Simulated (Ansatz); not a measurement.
# Te, trigonal tellurium: geometry optimisation

Theory: DFT, revPBE, plane waves (420 eV) with PAW, scalar-relativistic in Ansatz 0.2.0. The PAW files were generated under PBE, with cores re-solved for the functional.

k-point mesh 5×5×3, Fermi-Dirac smearing 0.05 eV, no spin polarisation. Cell and atoms relax.

Starting structure:

```
CELL_PARAMETERS angstrom
4.45400 0.00000 0.00000
-2.22700 3.85728 0.00000
0.00000 0.00000 5.92400
ATOMIC_POSITIONS crystal
Te 0.26900 0.00000 0.33333
Te 0.00000 0.26900 0.66667
Te 0.73100 0.73100 0.00000
```

Problem. The pressure at the start is 2.4 GPa. By how much does the volume change?

Solution. From 33.93 to 38.36 Å³ per atom, 13.1 %. The final cell has a = 4.747 Å, c = 5.897 Å (c/a = 1.242).

Problem. How much energy does the relaxation gain?

Solution. 20.3 meV per atom.
